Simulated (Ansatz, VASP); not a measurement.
**ZnS: VASP beside Ansatz**

File POSCAR:

```
ZnS
1.0
    3.7921317850      0.0000000000      0.0000000000
   -1.8960658925      3.2840824603      0.0000000000
    0.0000000000      0.0000000000      6.2587052548
Zn S
2 2
Direct
    0.3333333333      0.6666666667      0.0009236661
    0.6666666667      0.3333333333      0.5009236661
    0.3333333333      0.6666666667      0.3740763339
    0.6666666667      0.3333333333      0.8740763339
```

INCAR.step1

```
SYSTEM = ZnS
ALGO = Normal ; EDIFF = 1E-4
ENCUT = 520 ; GGA = PE
ISMEAR = 0 ; LASPH = .TRUE.
LCHARG = .FALSE. ; LREAL = .FALSE.
LWAVE = .TRUE. ; NBANDS = 26
NELM = 100 ; PREC = Accurate
SIGMA = 0.01
```

The input INCAR.step2:

```
SYSTEM = ZnS
ALGO = Normal ; EDIFF = 1E-6
ENCUT = 520 ; ISIF = 2
ISMEAR = 0 ; ISTART = 1
LASPH = .TRUE. ; LCHARG = .FALSE.
LMIXTAU = .TRUE. ; LREAL = .FALSE.
LWAVE = .FALSE. ; METAGGA = R2SCAN
NBANDS = 26 ; NELM = 100
PREC = Accurate ; SIGMA = 0.01
```

KPOINTS

```
k-points
0
G
  12 12 4
  0 0 0
```

Input for Ansatz:

```yaml
crystal:
  lattice:
    - [3.792131785, 0.0, 0.0]
    - [-1.8960658925, 3.2840824603, 0.0]
    - [0.0, 0.0, 6.2587052548]
  atoms:
    - { symbol: Zn, position: [0.3333333333, 0.6666666667, 0.0009236661] }
    - { symbol: Zn, position: [0.6666666667, 0.3333333333, 0.5009236661] }
    - { symbol: S, position: [0.3333333333, 0.6666666667, 0.3740763339] }
    - { symbol: S, position: [0.6666666667, 0.3333333333, 0.8740763339] }
kpoints:
  mp_grid: { grid: [12, 12, 4] }
  band_path:
    path:
      - [0.0, 0.0, 0.0]
      - [0.5, 0.0, 0.0]
      - [0.3333333333, 0.3333333333, 0.0]
      - [0.0, 0.0, 0.5]
      - [0.5, 0.0, 0.5]
      - [0.3333333333, 0.3333333333, 0.5]
    npoints: 1
hamiltonian:
  xc: r2scan
scf:
  occupations: { method: fixed }
  n_extra_bands: 5
output:
  forces: true
  stress: true
  eigenvalues: true
```

Change from the starting cell: epitaxial_xy strain -0.3%.

Alike in both runs: task single point; functional r2SCAN; k mesh 12 × 12 × 4; no spin polarisation.

```csv
,VASP,Ansatz
version,VASP 6.6.1,Ansatz 0.2.0
potentials or method,"VASP PAW PBE potentials, release 64 (Zn, S)","plane waves, PAW"
plane-wave cutoff (eV),520,500
occupations,"gaussian, width 0.01 eV",fixed
valence electrons in the cell,36,36
```

|  | VASP | Ansatz | Ansatz less VASP |
| --- | --- | --- | --- |
| gap on the k mesh at the Fermi level (eV) | 2.79 | 2.78 | -0.010 |
| pressure (GPa) | 0.5 | 0.4 | -0.09 |
| largest component of the traceless stress (GPa) | 0.43 | 0.39 | -0.042 |
| rms of the force components (eV/Å) | 0.004 | 0.000 | -0.0040 |

Atom by atom the forces differ by 0.004 eV/Å (rms over components).

Caveats: the PAW data sets were made with another functional, which shifts forces and pressure a little (VASP). A k mesh can miss the band edges.
